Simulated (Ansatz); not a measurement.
## Sensitivity of the G0W0 gap of BeTe (F-43m)

Aim: change settings of a G0W0 run on BeTe (F-43m) and see what moves.

Program: Ansatz 0.2.0. Level of theory: G0W0 on PBE, plane waves, PAW; PAW set soft_1. Results are calculated unless marked as measured.

Report form: the programs' logs are mostly left out.

## (1) The starting structure

Symmetry: F-43m, No. 216, cubic system. Conventional cell: a = 5.663 Å, b = 5.663 Å, c = 5.663 Å, α = 90.00°, β = 90.00°, γ = 90.00°. Nearest to Be lie 4 Te at 2.45 Å. Nearest to Te lie 4 Be at 2.45 Å. Farther neighbours and most contacts between anions are not listed.

The cell and positions are those that the Materials Project relaxed with its own functionals (PBE, PBE+U or r2SCAN), kept fixed. Spin-orbit coupling is left out unless a step names it.

## (2) The base run: 4×4×4 mesh, 135 empty bands, screening to 120 eV, PAW set soft_1 files

Now the one-shot GW correction: screening in the RPA, then the self-energy of the levels asked for. This step takes PAW set soft_1 files.

input.yaml

```yaml
crystal:
  lattice:
    - [0.0, 2.8314587876, 2.8314587876]
    - [2.8314587876, 0.0, 2.8314587876]
    - [2.8314587876, 2.8314587876, 0.0]
  atoms:
    - { symbol: Be, position: [0.0, 0.0, 0.0] }
    - { symbol: Te, position: [0.75, 0.75, 0.75] }
kpoints:
  mp_grid: { grid: [4, 4, 4] }
hamiltonian:
  xc: pbe
  pseudopotentials: { kind: paw, azcp: { folder: soft_1 } }
scf:
  occupations: { method: fixed }
gw:
  n_empty_bands: 135
  ecut_chi: 120
  qp_bands: [v2, c2]
  qp_kpoints: band_edges
  screening: { model: contour_deformation }
```

On the command line:

```sh
$ ansatz run input.yaml --threads 3 --pin off --max-ram 92160MiB --backend cuda --events-out ev --progress --plain --runs-dir out --devices 1 --max-vram 13GiB
```

It took 12 s on 1 × NVIDIA H100 80GB HBM3 (shared by 6 runs) with 3 threads of AMD EPYC 7R13 (Zen 3), shared host; peak memory 1 GiB.

This step gave:

| Quantity | Value |
| --- | --- |
| bands summed | 144 |
| RPA ε∞ on this mesh (eigenvalues) | 9.026, 9.026, 9.026 |
| plane waves in the screening matrix | 137 |
| q-points in the mesh | 64 |
| G0W0 gap on the mesh | 2.794 eV |
| k of the valence top | 0, 0, 0 |
| k of the conduction bottom | 0, -0.5, -0.5 |
| starting gap on the mesh | 2.017 eV |
| Z at the valence top | 0.7898 |
| Z at the conduction bottom | 0.8019 |
| least direct G0W0 gap on the computed points | 4.656 eV |

The gap on the mesh goes from 2.02 eV to 2.79 eV, a correction of +0.78 eV. Between the two edge states, bare exchange in place of the xc potential would open the gap by 5.81 eV, and correlation takes back 5.03 eV.

## (3) Variant: norm-conserving files, smooth pair densities

This step: G0W0 on PBE, plane waves, norm-conserving pseudopotentials.

input.yaml, the sections that differ from step 2:

```yaml
hamiltonian:
  xc: pbe
  pseudopotentials: { kind: nc }
gw:
  n_empty_bands: 73
  ecut_chi: 80
  qp_bands: [v2, c2]
  qp_kpoints: band_edges
  screening: { model: contour_deformation }
  pair_densities: pseudo
# crystal, kpoints, scf: as in step 2
```

Elapsed: 13 s, on 1 × NVIDIA H100 80GB HBM3 (shared by 6 runs) with 3 threads; peak memory 1.1 GiB; 9.9 s of CPU time.

The G0W0 gap on the mesh is 3.184 eV.

Against the base:

```csv
setting,base,variant
files,PAW set soft_1,norm-conserving
empty bands,135,73
screening cutoff (eV),120,80
pair densities,-,pseudo
```

```csv
quantity,variant,base
starting gap on the mesh,2.020,2.017
G0W0 gap on the mesh,3.184,2.794
least direct G0W0 gap on the computed points,5.127,4.656
Z at the valence top,0.791,0.790
Z at the conduction bottom,0.803,0.802
```

## (4) Variant: low screening cutoff

This step: G0W0 on PBE, plane waves, PAW; PAW set soft_1.

input.yaml, the sections that differ from step 3:

```yaml
hamiltonian:
  xc: pbe
  pseudopotentials: { kind: paw, azcp: { folder: soft_1 } }
gw:
  n_empty_bands: 135
  ecut_chi: 25
  qp_bands: [v2, c2]
  qp_kpoints: band_edges
  screening: { model: contour_deformation }
# crystal, kpoints, scf: as in step 3
```

It took 13 s on 1 × NVIDIA H100 80GB HBM3 (shared by 6 runs) with 3 threads; peak memory 1 GiB; 6.6 s of CPU time.

Against the base:

```csv
setting,base,variant
screening cutoff (eV),120,25
```

```csv
quantity,variant,base
starting gap on the mesh,2.017,2.017
G0W0 gap on the mesh,2.297,2.794
least direct G0W0 gap on the computed points,4.325,4.656
Z at the valence top,0.802,0.790
Z at the conduction bottom,0.805,0.802
```

## (5) Outcome

| Item | Value |
| --- | --- |
| base | 2.79 eV, 12 s |
| norm-conserving files, smooth pair densities | 3.18 eV, 13 s |
| low screening cutoff | 2.30 eV, 13 s |

Norm-conserving files, smooth pair densities: the gap moves by +0.39 eV (the plane-wave cutoff goes from 420 to 1800 eV). The variant differs from the base in files, empty bands, screening cutoff and pair densities together, so the change can't be laid to one of them. Low screening cutoff: the gap moves by −0.50 eV; such settings are too crude to quote. All runs here use a coarse mesh and modest cutoffs; they test settings and are not final values. The 4×4×4 mesh is coarse for this cell (its supercell is 16 Å along the shortest edge). The RPA ε∞ on it, from the PBE start, is 9.03; such meshes misread the long-range screening, most where the gap is narrow. The many-body steps are scalar-relativistic: spin-orbit coupling is not in them.

[Paths, hosts, dates, memory and timing lines, banners, echoed tables and standing remarks are left out of the program output.]

[Logs are printed without paths, hosts, clocks, repeated set-up lines and the standing remarks that a program may print on its own settings, such as how far it seeks lower states.]

[Runs of the session that timed out or met a known fault of the program may be left out.]

[Cells called generated may have been cut or substituted from an entry of the Crystallography Open Database or the Materials Project.]

[Hosts, paths, dates, database ids (printed as entryN), source tags and the programs' standing remarks are cut or masked in the printed files.]
